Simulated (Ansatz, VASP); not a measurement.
One calculation of Si5W, two programs

```
Si W
1.0
     4.72507    0.00000    0.00000
    -2.36254    4.09203    0.00000
     0.00000    0.00000    4.65065
Si W
5 1
Cartesian
  0.0000 2.7280 0.0000
  2.3625 1.3640 0.0000
  2.3625 0.0000 2.3253
  1.1813 2.0460 2.3253
  -1.1813 2.0460 2.3253
  0.0000 0.0000 0.0000
```

Change from the starting cell: species swapped into the TbCo5 type (P6/mmm, No. 191).

Alike in both runs: functional PBE; k mesh 6 × 6 × 4; occupations gaussian, width 0.1 eV; no spin polarisation.

Ansatz relaxed the structure, and its values are those at the end. VASP's run is a single point on that final structure, the one shown.

|  | VASP | Ansatz |
| --- | --- | --- |
| version | VASP 6.6.1 | Ansatz 0.2.0 |
| potentials or method | VASP PAW PBE potentials, release 64 (Si, W_sv) | scalar-relativistic, plane waves, PAW |
| plane-wave cutoff (eV) | 520 | 420 |
| valence electrons in the cell | 34 | 34 |

|  | VASP | Ansatz | Ansatz less VASP |
| --- | --- | --- | --- |
| gap on the k mesh at the Fermi level (eV) | none | none | - |
| pressure (GPa) | 0.0 | 0.0 | +0.07 |

A gap of «none» marks a metal or a gap that the smearing closes.

The runs have no spin-orbit coupling, so splittings on W are missing.
